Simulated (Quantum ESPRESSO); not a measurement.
Consider MgO (Periclase, Fm-3m).

```
Mg O
1.0
     0.00000    2.10850    2.10850
     2.10850    0.00000    2.10850
     2.10850    2.10850    0.00000
Mg O
1 1
Direct
  0.00000 0.00000 0.00000
  0.50000 0.50000 0.50000
```

Absorber: atom 2, with 6 Mg at 2.11 Å (octahedral, site symmetry m-3m). Method: Quantum ESPRESSO XSpectra, PBE, full core hole (charged cell), 16-atom cell with 6.0 Å between holes, 5×5×5 k points, dipole transitions, Lorentzian half width 0.3 eV up to 4 eV, rising linearly to 2.5 eV at 25 eV (counted from xe0, 2.0 eV below the zero used here).

The database entry behind the starting cell differs from later determinations by our own check (about 0.1 % long), so it need not match the best structure at ambient conditions.

Q: Predict the near-edge structure at the O K edge.

Main maxima up to 24 eV above the zero (height): 4.9 eV (2.30), 6.8 eV (2.45), 13.1 eV (0.88) and 23.5 eV (0.89). A K edge sees empty p states on the absorber. The total-energy difference plus the lowest empty eigenvalue puts the zero at 539.90 eV. One term is added: -8.91 eV, since the hole is spin-paired here and a spin-polarised one costs that much less in the free atom (computed apart). The photon energy is then 530.99 eV. The functional and the charged cell's background leave an error of a few eV in such absolute values.

The O K spectrum (energy from the lowest empty level; intensity scaled to a mean of 1 over the first 20 eV; the points at xe0, where the cut of filled states can leave a spike, are interpolated):

```csv
E (eV),intensity
-2.0,0.03
-1.5,0.04
-1.0,0.04
-0.5,0.06
0.0,0.08
0.5,0.13
1.0,0.18
1.5,0.34
2.0,0.40
2.5,0.71
3.0,1.15
3.5,1.63
4.0,2.01
4.5,2.28
5.0,2.30
5.5,2.23
6.0,2.19
6.5,2.39
7.0,2.38
7.5,1.86
8.0,1.29
8.5,0.94
9.0,0.76
9.5,0.66
10.0,0.60
10.5,0.59
11.0,0.62
11.5,0.69
12.0,0.78
12.5,0.85
13.0,0.88
13.5,0.87
14.0,0.83
14.5,0.77
15.0,0.71
15.5,0.66
16.0,0.62
16.5,0.60
17.0,0.59
17.5,0.59
18.0,0.58
18.5,0.59
19.0,0.60
19.5,0.61
20.0,0.64
20.5,0.68
21.0,0.73
21.5,0.78
22.0,0.82
22.5,0.86
23.0,0.88
23.5,0.89
24.0,0.87
24.5,0.84
25.0,0.79
25.5,0.73
26.0,0.67
26.5,0.62
27.0,0.58
27.5,0.54
28.0,0.52
28.5,0.50
29.0,0.49
29.5,0.49
30.0,0.49
30.5,0.49
31.0,0.49
31.5,0.50
32.0,0.51
```

The holes are only 6.0 Å apart, so the shape is probably not converged with cell size; no larger cell was run here. The structure is a published determination, not relaxed.

[Banner, clock and machine lines of the logs are left out without a mark of their own.]

[Logs are printed without paths, hosts, clocks, repeated set-up lines and the standing remarks that a program may print on its own settings, such as how far it seeks lower states.]

[Hosts, paths, dates, database ids (printed as entryN), source tags and the programs' standing remarks are cut or masked in the printed files.]

[Lists of maxima count a maximum above −3 eV only where it reaches 4 % of the highest in the window and stands out from its surroundings by 2 % of it (1.5 % where it reaches 55 %); shoulders and weaker maxima are passed over, and of the rest the first, up to two pre-edge ones and the few strongest are named.]
